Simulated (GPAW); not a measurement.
## Pb: band structure with PBE

Pb:

```
Pb
1.0
     0.00000    2.47502    2.47502
     2.47502    0.00000    2.47502
     2.47502    2.47502    0.00000
Pb
1
Direct
  0.00000 0.00000 0.00000
```

```
Program                   : GPAW 26.7.0
Task                      : band structure
Functional                : PBE
Potentials or basis       : GPAW PAW data sets (gpaw-data 1.2.1)
Cutoff                    : 600 eV
Basis                     : pw
k mesh                    : 9 × 9 × 9
Occupations               : fermi-dirac, width 0.05 eV
Spin                      : spin-orbit coupling, no magnetisation
Maxiter                   : 150
Band path                 : GXWKGLUWLK,UX
Band points               : 80
spin axis theta (degrees) : 0
spin axis phi (degrees)   : 0
Soc after scf             : second variation
```

```
Pressure                : 2.0 GPa
Band gap along the path : none (metal or under the smearing width)
```

Levels at the corners of the path, in eV from the Fermi level:
| point | band 12 | band 13 | band 14 | band 15 | band 16 | band 17 |
| --- | --- | --- | --- | --- | --- | --- |
| Γ | -11.60 | 4.55 | 4.55 | 8.80 | 8.80 | 8.80 |
| X | -6.53 | -3.48 | -3.48 | 1.41 | 1.41 | 2.93 |
| W | -6.42 | -2.31 | -2.30 | -0.72 | -0.72 | 0.55 |
| K | -6.62 | -2.71 | -2.71 | -0.98 | -0.98 | 3.12 |
| Γ | -11.60 | 4.55 | 4.55 | 8.80 | 8.80 | 8.80 |
| L | -7.95 | -4.31 | -4.31 | 4.34 | 4.34 | 6.80 |
| U | -6.62 | -2.71 | -2.71 | -0.98 | -0.98 | 3.13 |
| W | -6.42 | -2.31 | -2.30 | -0.72 | -0.72 | 0.55 |
| L | -7.95 | -4.31 | -4.31 | 4.34 | 4.34 | 6.80 |
| K | -6.62 | -2.71 | -2.71 | -0.98 | -0.98 | 3.12 |
| U | -6.62 | -2.71 | -2.71 | -0.98 | -0.98 | 3.13 |
| X | -6.53 | -3.48 | -3.48 | 1.41 | 1.41 | 2.93 |

Run time: 16 s on 1 thread of AMD EPYC 7B13 (Zen 3) (shared host), peak memory 0.23 GiB.

Caveat: spin-orbit coupling was added after a scalar SCF, so levels and gaps hold it while energy, forces, pressure and moments don't; this program's spin-orbit splittings come out too wide for heavy elements.
